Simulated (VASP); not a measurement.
NaF (Villiaumite): band structure with r2SCAN

NaF (Villiaumite):

```xyz
2
Lattice="0.0000 2.3200 2.3200 2.3200 0.0000 2.3200 2.3200 2.3200 0.0000" Properties=species:S:1:pos:R:3 pbc="T T T"
Na    0.0000    0.0000    0.0000
F     2.3200    2.3200    2.3200
```

* Program: VASP 6.6.1
* Task: band structure
* Functional: r2SCAN
* Potentials or basis: VASP PAW PBE potentials, release 64 (Na_pv, F)
* Cutoff: 520 eV
* k mesh: 10 × 10 × 10
* Occupations: gaussian, width 0.02 eV
* Spin: no spin polarisation
* Ladder: free
* Further INCAR settings: ALGO = Normal; EDIFF = 1e-07

```
Pressure                : -2.0 GPa
Band gap on the k mesh  : 7.15 eV, direct
Band gap along the path : 7.15 eV, direct
```

Levels at the corners of the path, in eV from the valence-band top:
| point | band 3 | band 4 | band 5 | band 6 | band 7 | band 8 | band 9 | band 10 | band 11 |
| --- | --- | --- | --- | --- | --- | --- | --- | --- | --- |
| Γ | -19.51 | -19.51 | 0.00 | 0.00 | 0.00 | 7.15 | 19.75 | 19.75 | 19.75 |
| X | -19.56 | -19.56 | -1.26 | -0.40 | -0.40 | 13.90 | 14.02 | 14.80 | 21.05 |
| X | -19.56 | -19.56 | -1.26 | -0.40 | -0.40 | 13.90 | 14.02 | 14.80 | 21.05 |
| W | -19.60 | -19.27 | -0.86 | -0.86 | -0.56 | 14.00 | 14.00 | 16.51 | 17.96 |
| W | -19.60 | -19.27 | -0.86 | -0.86 | -0.56 | 14.00 | 14.00 | 16.51 | 17.96 |
| K | -19.55 | -19.29 | -1.04 | -0.81 | -0.37 | 13.58 | 14.07 | 15.95 | 20.38 |
| K | -19.55 | -19.29 | -1.04 | -0.81 | -0.37 | 13.58 | 14.07 | 15.95 | 20.38 |
| Γ | -19.51 | -19.51 | 0.00 | 0.00 | 0.00 | 7.15 | 19.75 | 19.75 | 19.75 |
| Γ | -19.51 | -19.51 | 0.00 | 0.00 | 0.00 | 7.15 | 19.75 | 19.75 | 19.75 |
| L | -19.52 | -18.99 | -1.54 | -0.26 | -0.26 | 11.60 | 13.38 | 21.37 | 21.37 |
| L | -19.52 | -18.99 | -1.54 | -0.26 | -0.26 | 11.60 | 13.38 | 21.37 | 21.37 |
| U | -19.55 | -19.29 | -1.04 | -0.81 | -0.37 | 13.58 | 14.07 | 15.95 | 20.38 |
| U | -19.55 | -19.29 | -1.04 | -0.81 | -0.37 | 13.58 | 14.07 | 15.95 | 20.38 |
| W | -19.60 | -19.27 | -0.86 | -0.86 | -0.56 | 14.00 | 14.00 | 16.51 | 17.96 |
| W | -19.60 | -19.27 | -0.86 | -0.86 | -0.56 | 14.00 | 14.00 | 16.51 | 17.96 |
| L | -19.52 | -18.99 | -1.54 | -0.26 | -0.26 | 11.60 | 13.38 | 21.37 | 21.37 |
| L | -19.52 | -18.99 | -1.54 | -0.26 | -0.26 | 11.60 | 13.38 | 21.37 | 21.37 |
| K | -19.55 | -19.29 | -1.04 | -0.81 | -0.37 | 13.58 | 14.07 | 15.95 | 20.38 |
| U | -19.55 | -19.29 | -1.04 | -0.81 | -0.37 | 13.58 | 14.07 | 15.95 | 20.38 |
| X | -19.56 | -19.56 | -1.26 | -0.40 | -0.40 | 13.90 | 14.02 | 14.80 | 21.05 |

It took 78 s on 1 thread of Intel(R) Xeon(R) Platinum 8488C (Sapphire Rapids), with other jobs on the host, peak memory 0.15 GiB.

Caveat: the PAW data sets were made with another functional, which shifts forces and pressure a little. r2SCAN opens gaps a little over a GGA but as a rule still falls short of measured ones.
